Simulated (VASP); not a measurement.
A run of VASP 6.6.1 is set up as follows.

Contents of INCAR:

```
SYSTEM = NbAs
PREC = Accurate ; ENCUT = 520
EDIFF = 1E-7 ; ISMEAR = 0
SIGMA = 0.1 ; LREAL = .False.
LASPH = .True. ; NELM = 80
ALGO = Normal ; ISIF = 2
LWAVE = .False. ; LCHARG = .False.
GGA = PE ; NBANDS = 16
```

File KPOINTS:

```
regular mesh
0
Gamma
  6 6 6
  0 0 0
```

The input POSCAR:

```
NbAs
1.0
    3.2161370318      0.0000000000      0.0000000000
    0.0000000000      3.2161370318      0.0000000000
    0.0000000000      0.0000000000      3.2253080199
Nb As
1 1
Direct
    0.0000000000      0.0000000000      0.0000049881
    0.5000000000      0.5000000000      0.4999950119
```

Potentials or basis: VASP PAW PBE potentials, release 64 (Nb_sv, As).

Command:

```console
$ cat potpaw_PBE.64/Nb_sv/POTCAR potpaw_PBE.64/As/POTCAR > POTCAR
$ mpirun -np 1 vasp_std > vasp.out
```

Task: Predict the band gap on the k mesh.

Result: None (metal or under the smearing width).

Task: Predict the pressure.

Result: 0.0 GPa.

Stress tensor (GPa, compression positive):
```
 0.14  0.00  0.00
 0.00  0.14  0.00
 0.00  0.00 -0.21
```
